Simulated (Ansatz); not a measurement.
We consider chalcopyrite CuInS2, described by RPBE in Ansatz (plane waves, PAW).

Settings: plane-wave cutoff 520 eV, 10×10×10 k mesh, Fermi–Dirac smearing 0.01 eV, no spin polarisation, scalar-relativistic PAW data made under PBE.

Shape and atoms are relaxed at each volume.

Pressure at four volumes; x = ln(V/22.670 Å³). One pressure is withheld.

| V (Å³/atom) | x | P (GPa) |
|---|---|---|
| 21.763 | -0.0408 | 2.55 |
| 22.670 | 0.0000 | 0.01 |
| 23.124 | 0.0198 | -1.05 |
| 23.577 | 0.0392 | ? |

Problem. Pass a parabola P(x) through the three rows shown, estimate the bulk modulus and its pressure derivative near zero pressure, and predict the withheld pressure.

Solution. Slopes between the rows: (0.01 − (2.55))/(0.0000 − (-0.0408)) = -62.25 and (-1.05 − (0.01))/(0.0198 − (0.0000)) = -53.54 GPa. Their difference over the span 0.0606 is c = 8.71/0.0606 = 143.7 GPa, so P(x) = 2.55 + (-62.25)(x − (-0.0408)) + 143.7 (x − (-0.0408))(x − (0.0000)). At the middle row B = −dP/dx = −[-62.25 + 143.7 × 0.0408] = 56.4 GPa, and B′ = dB/dP = 2c/B = 5.1. At x = 0.0392 the parabola gives -1.98 GPa; the run gives -1.99 GPa. The Birch–Murnaghan fit to the energies at all volumes has B0 = 56.1 GPa and B′ = 5.0.

Note: the bulk modulus comes from volumes at which shape and atoms were relaxed.

Spin–orbit coupling is not included.

Ansatz is a program for electronic structure.
